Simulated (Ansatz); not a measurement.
# Cu under changes of volume

One of the cells (11.456 Å³/atom); the others are scaled copies at fixed shape and fractional positions:

```
CELL_PARAMETERS angstrom
2.53076 0.00000 0.00000
-1.26538 2.19171 0.00000
0.00000 0.00000 8.26182
ATOMIC_POSITIONS crystal
Cu 0.66667 0.33333 0.75000
Cu 0.00000 0.00000 0.50000
Cu 0.33333 0.66667 0.25000
Cu 0.00000 0.00000 0.00000
```

This isn't the form of Cu at room conditions, which is fcc.

* Program: Ansatz 0.2.0
* Functional: LDA
* Potentials or basis: Ansatz PAW
* Cutoff: 420 eV (not typed: the program's choice for these potentials)
* k mesh: 12 × 12 × 4
* Occupations: fermi-dirac, width 0.05 eV
* Spin: no spin polarisation

| volume (Å³/atom) | energy over the lowest point (meV/atom) | pressure (GPa) |
| --- | --- | --- |
| 10.769 | 0.37 | 2.3 |
| 10.998 | 0.00 | -1.7 |
| 11.227 | 4.98 | -5.2 |
| 11.456 | 14.69 | -8.3 |
| 11.686 | 28.55 | -11.0 |
| 11.915 | 46.06 | -13.4 |
| 12.144 | ? | ? |

Question: What does the run at 12.144 Å³/atom give?

Answer: Energy over the lowest point 66.77 meV/atom; pressure -15.5 GPa.

Worked out: A Birch-Murnaghan fit of order 3 (a polynomial in V^(-2/3)) to the other rows has its minimum at 10.90 Å³/atom with B0 = V·E''(V) = 188 GPa and B' = 5.0 at fixed shape and positions, which overstates the stiffness. It gives 66.74 meV/atom at 12.144 Å³/atom, against the run's 66.77, and -dE/dV = -15.5 GPa, against -15.5.

Energies are extrapolated to zero smearing.

Caveats: the PAW data sets come from PBE, with cores solved anew for the run's functional, which leaves a small shift of forces and pressure.
